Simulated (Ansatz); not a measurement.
**Iron, fcc under PBE: structure, energy and stiffness**

Aim: take iron in the fcc structure, relax it, solve it on a dense k-mesh, switch on spin-orbit coupling, then scale the cell to 7 volumes from 88 to 112 % of the relaxed one and try a fit of the equation of state. The start is ferromagnetic. The k-meshes are 15×15×15 for the relaxation; 24×24×24 for the dense run; 15×15×15 for spin-orbit coupling; 17×17×17 for the volumes.

This is Fe in the fcc structure; at room conditions it is bcc.

Computed with Ansatz 0.2.0 (DFT PBE, plane waves (420 eV) with PAW, scalar-relativistic, unless a step says otherwise).

### 1 The system as given

It takes space group Fm-3m (No. 225, cubic). Conventional cell: a = 3.612 Å, b = 3.612 Å, c = 3.612 Å, α = 90.00°, β = 90.00°, γ = 90.00°. Fe (site symmetry m-3m) has 12 Fe at 2.55 Å as nearest neighbours.

As a file:

```xyz
1
Lattice="0.0000 1.8058 1.8058 1.8058 0.0000 1.8058 1.8058 1.8058 0.0000" Properties=species:S:1:pos:R:3 pbc="T T T"
Fe    0.0000    0.0000    0.0000
```

The atoms start with moments of +2.5 μB.

### 2 Relaxing cell and atoms

input.yaml reads:

```yaml
crystal:
  lattice:
    - [0.0, 1.8057818448, 1.8057818448]
    - [1.8057818448, 0.0, 1.8057818448]
    - [1.8057818448, 1.8057818448, 0.0]
  atoms:
    - { symbol: Fe, position: [0.0, 0.0, 0.0], spin: 2.5 }
hamiltonian:
  xc: pbe
  pseudopotentials:
    kind: paw
    azcp:
      Fe: "pseudopotentials/Fe.paw.azcp"
basis:
  ecutwfc: 420
  fft_grid_basis: typed
kpoints:
  mp_grid: { grid: [15, 15, 15], shift: [0, 0, 0] }
magnetization:
  spin_polarized: true
scf:
  occupations: { method: fermi_dirac, width: 0.05 }
relax:
  max_steps: 60
  f_tol: 0.01
  cell: {}
output:
  write_density: true
  write_potential: true
  elf: true
  volumetric_format: npy
```

Launch:

```bash
$ ansatz run input.yaml --threads 1 --pin off --max-ram 3584MiB --backend cpu --events-out ev --progress --plain --runs-dir out
```

After this run come: Single point on a dense mesh; A two-component run at the same geometry; At 88 % of the relaxed volume; At 92 % of the relaxed volume; At 96 % of the relaxed volume; At 100 % of the relaxed volume; At 104 % of the relaxed volume; At 108 % of the relaxed volume; At 112 % of the relaxed volume.

What does the calculation give? Wanted: space group; conventional cell; volume; shortest distance; gap on the mesh; magnetic state; relative to bcc, ferromagnetic; magnetic state with spin-orbit coupling.

The runs gave:

| quantity | value |
| --- | --- |
| space group (spins left aside) | Fm-3m (No. 225) |
| conventional cell | a = 3.642 Å |
| volume | 12.074 Å³/atom |
| shortest distance | 2.575 Å |
| gap on the mesh | none (levels filled in part) |
| magnetic state | ferromagnetic, up to 2.62 μB per atom |
| relative to bcc, ferromagnetic | +162 meV/atom |
| magnetic state with spin-orbit coupling | ferromagnetic, up to 2.56 μB per atom |

What this shows: The relaxation enlarged the cell by 2.5 % in volume. Against the reference form of iron (bcc, ferromagnetic, computed apart with the same settings) it stands 162 meV/atom higher, so it is far from stable. The final state is ferromagnetic (largest moment 2.62 μB). Levels at the Fermi energy are filled in part, as in a metal. In the spin-orbit run the largest spin moment goes from 2.62 to 2.56 μB; mesh and site projection of the two kinds of run can differ, so the change can't be laid on spin-orbit coupling. Totals with and without spin-orbit coupling (-0.20 eV/atom apart) can't be read as binding, since the two-component data shift the zero of energy. The symmetry was held, so the structure may be unstable against distortions that break it.
